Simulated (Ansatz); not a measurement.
# CoSn (P6/mmm) under several functionals

**What was measured.**

From “Fantastic flat bands and where to find them: The CoSn-type compounds”, 2020, arxiv:2005.14119, for a powder of CoSn at 15 K: lattice constant a 5.26926 ± 0.00006 Å; lattice constant c 4.2431 ± 0.00005 Å.

Plane-wave DFT in Ansatz with scalar-relativistic PAW potentials. The same structure was relaxed (cell and atoms, symmetry kept) in separate runs at each level. Whether it is the stable form of this composition wasn't checked. No run with spin ends with moments.

| level | cutoff (eV) | k mesh | V (Å³/atom) | a (Å) | c (Å) | B0 (GPa) |
| --- | --- | --- | --- | --- | --- | --- |
| LDA | 420 | 12×12×8 | 15.929 | 5.174 | 4.123 | – |
| PBEsol | 420 | 12×12×8 | 16.393 | 5.220 | 4.168 | 146 |
| r2SCAN | 500 | 12×12×8 | 16.602 | 5.243 | 4.184 | – |
| PBE | 420 | 12×12×8 | 17.129 | 5.297 | 4.230 | 128 |

**Question.** Where does PBE+D3(BJ) (420 eV, k mesh 12×12×8) fall?

**Answer.** V (Å³/atom) 16.594, a (Å) 5.241, c (Å) 4.186. Its volume is between those of PBEsol and r2SCAN. The usual order of volumes, LDA < PBEsol < PBE, holds here (15.929, 16.393, 17.129 Å³/atom). As a rule LDA overbinds; PBEsol, built on the gradient expansion of slowly varying densities, lies between LDA and PBE; PBE's stronger gradient term for exchange weakens bonds. Adding D3 to PBE changes the volume by -3.1 %; the term is attractive, so it pulls cells in. In metals the pairwise form ignores screening by the conduction electrons and often pulls in too far. r2SCAN lies 3.1 % under PBE in volume. B0 goes from 145.9 to 127.8 GPa as the volume grows by 4.5 %; on one curve with B' = 4.8 the volume alone, B ∝ V^(−B'), would give 118.0 GPa, and the rest of the difference is the functional's own stiffness.

For PBE: A measured lattice constant a of CoSn is 5.26926 Å (15 K; powder; “Fantastic flat bands and where to find them: The CoSn-type compounds”, 2020, arxiv:2005.14119); the calculated 5.297 Å misses it by +0.5 %. 2 values of this kind are on record (5.26926 to 5.272 Å); this one was drawn at random, those with a stated uncertainty first. Measured lattice constant c of CoSn: 4.2431 Å (15 K; powder; “Fantastic flat bands and where to find them: The CoSn-type compounds”, 2020, arxiv:2005.14119). This calculation gives 4.230 Å (-0.3 %). 2 values of this kind are on record (4.2431 to 4.246 Å); this one was drawn at random, those with a stated uncertainty first. The calculations are for 0 K without zero-point motion, and in metals axial ratios are sensitive to mesh and smearing.